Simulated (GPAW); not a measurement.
HgTe: energy against volume and a worked fit

The structure is cubic, space group F-43m (No. 216). Conventional cell: a = 6.429 Å, b = 6.429 Å, c = 6.429 Å, α = 90.00°, β = 90.00°, γ = 90.00°. Around Hg (site symmetry -43m) lie 4 Te at 2.78 Å. Te (site symmetry -43m) is surrounded by 4 Hg at 2.78 Å.

The cell was scaled at fixed shape and fractions and run with GPAW, GPAW PAW data sets (gpaw-data 1.2.1), cutoff 600 eV; PBE+D4, k mesh 6 × 6 × 6 on the cell of 2 atoms, fermi-dirac occupations of 0.05 eV, no spin polarisation, no spin-orbit coupling. Energies are those that the program minimises, any entropy of the smearing included. For a metal such a mesh isn't converged to the digits shown.

| V (Å³/atom) | energy over the lowest row (meV/atom) |
| --- | --- |
| 31.2225 | 65.85 |
| 31.8868 | 42.95 |
| 32.5512 | 25.58 |
| 33.2155 | 13.11 |
| 33.8798 | ? |
| 34.5441 | 0.76 |
| 35.2084 | 0.00 |

**Question.** Fit the third-order Birch-Murnaghan form, give V0, B0 and B′, and predict the energy left open.

**Answer.** With y = (V0/V)^(2/3), E = E0 + (9 V0 B0/16) [(y - 1)³ B′ + (y - 1)² (6 - 4y)]. Least squares through the rows shown give V0 = 35.0320 Å³/atom, E0 = -0.11 meV, B0 = 40.34 GPa (1 eV/Å³ = 160.218 GPa) and B′ = 5.12, with a largest miss of 0.01 meV. At V = 33.8798 the form with these constants gives 5.00 meV; the run gave 5.01 meV an atom. Measured volume: 33.73 Å³/atom at 300 K (a printed reference work), so the fit lies +3.9 % from it. Measured modulus: 43 GPa (a printed reference work), so the fit lies -6.2 % from it. The runs are for a static lattice.
